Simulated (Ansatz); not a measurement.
**Cu: do energies and stresses tell the same story?**

These are results of DFT r2SCAN, scalar-relativistic, plane waves, PAW in Ansatz, not measurements.

Settings: cutoff 500 eV, Γ-centred mesh 20×20×20 on the computed 1-atom cell, Gaussian smearing of 0.10 eV; no spin polarisation.

Relaxed cell: Fm-3m, a = 3.577 Å, b = 3.577 Å, c = 3.577 Å, α = 90.00°, β = 90.00°, γ = 90.00°, 1 atom in the primitive cell.

Energies at zero smearing and pressures from the stress tensor, at volumes with shape and atoms relaxed:
```tsv
V (Å³/atom)	E − E(first) (meV/atom)	P (GPa)
10.754	0.00	11.75
11.097	-18.07	5.32
11.441	-23.56	-0.03
11.784	-18.56	-4.49
12.127	-4.83	-8.20
```

Q: Check P = −dE/dV between neighbouring volumes, and get the bulk modulus from the pressures alone.

A: With 1 eV/Å³ = 160.2 GPa:
```
middle V (Å³/atom)  −ΔE/ΔV (GPa) mean P (GPa)
            10.926         8.436         8.536
            11.269         2.564         2.647
            11.612        -2.333        -2.261
            11.956        -6.411        -6.345
```

The two differ by 0.10 GPa at most. The mean of two end pressures misses the average over a step by about ΔV² P″/12, up to 0.10 GPa here; with that taken off 0.01 GPa remains. Around V = 11.441 Å³/atom, the two neighbours give B = −V ΔP/ΔV = 11.441 × 9.82 / 0.686 = 163.6 GPa, against B0 = 162.9 GPa from the Birch–Murnaghan fit of the energies.